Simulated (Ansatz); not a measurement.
# Ge: the cost of one run

Computed with Ansatz 0.2.0 (DFT PBE, scalar-relativistic, plane waves, PAW, unless a step's input says otherwise).

1 further run of the same task is left out (it didn't finish).

## (1) Starting point

Symmetry: P6_3/mcm, No. 193, hexagonal system. The conventional cell has a = 5.384 Å, b = 5.384 Å, c = 9.777 Å, α = 90.00°, β = 90.00°, γ = 120.00°. Ge (site symmetry -3m) has 12 Ge at 3.05 to 3.11 Å in its first shell of neighbours. Ge (site symmetry 32) is surrounded by 12 Ge at 3.03 to 3.11 Å. Ge (site symmetry m2m) is surrounded by 12 Ge at 3.03 to 3.15 Å.

Structure file:

```cif
data_structure
_symmetry_space_group_name_H-M 'P6_3/mcm'
_symmetry_Int_Tables_number 193
_cell_length_a 5.3841
_cell_length_b 5.3841
_cell_length_c 9.7771
_cell_angle_alpha 90.000
_cell_angle_beta 90.000
_cell_angle_gamma 120.000
_cell_volume 245.45
loop_
_atom_site_label
_atom_site_type_symbol
_atom_site_symmetry_multiplicity
_atom_site_Wyckoff_symbol
_atom_site_fract_x
_atom_site_fract_y
_atom_site_fract_z
_atom_site_occupancy
Ge1 Ge 2 b 0.00000 0.00000 0.50000 1
Ge2 Ge 4 d 0.33333 0.66667 0.50000 1
Ge3 Ge 6 g 0.33749 0.33749 0.75000 1
```

A structure generator made this guess: one element on all sites of the Al5W type (P6_3/mcm, No. 193). The dimensions are guesses.

## (2) The guess as it stands, on a coarse mesh

Input file input.yaml:

```yaml
crystal:
  lattice:
    - [5.38407884, 0.0, 0.0]
    - [-2.69203942, 4.66274906, 0.0]
    - [0.0, 0.0, 9.77712877]
  atoms:
    - { symbol: Ge, position: [0.0, 0.0, 0.5] }
    - { symbol: Ge, position: [0.0, 0.0, 0.0] }
    - { symbol: Ge, position: [0.33333333, 0.66666667, 0.5] }
    - { symbol: Ge, position: [0.66666667, 0.33333333, 0.0] }
    - { symbol: Ge, position: [0.33748743, 0.33748743, 0.75] }
    - { symbol: Ge, position: [0.0, 0.33748743, 0.25] }
    - { symbol: Ge, position: [0.33748743, 0.0, 0.25] }
    - { symbol: Ge, position: [0.66251257, 0.0, 0.75] }
    - { symbol: Ge, position: [0.0, 0.66251257, 0.75] }
    - { symbol: Ge, position: [0.66251257, 0.66251257, 0.25] }
    - { symbol: Ge, position: [0.33333333, 0.66666667, 0.0] }
    - { symbol: Ge, position: [0.66666667, 0.33333333, 0.5] }
basis:
  ecutwfc: 420
kpoints:
  mp_grid: { grid: [6, 6, 2] }
hamiltonian:
  xc: pbe
scf:
  occupations: { method: gaussian, width: 0.1 }
  lower_state_search: "off"
output:
  forces: true
  stress: true
  eigenvalues: true
```

On the command line:

```sh
> ansatz run input.yaml --threads 1 --pin off --max-ram 2560MiB --backend cpu --events-out ev --progress --plain --runs-dir out
```

What time and memory should one allow on 1 thread of Intel Xeon at 2.50GHz (Skylake/Cascade Lake), shared host?

About 29 s, with a peak of 0.64 GiB.
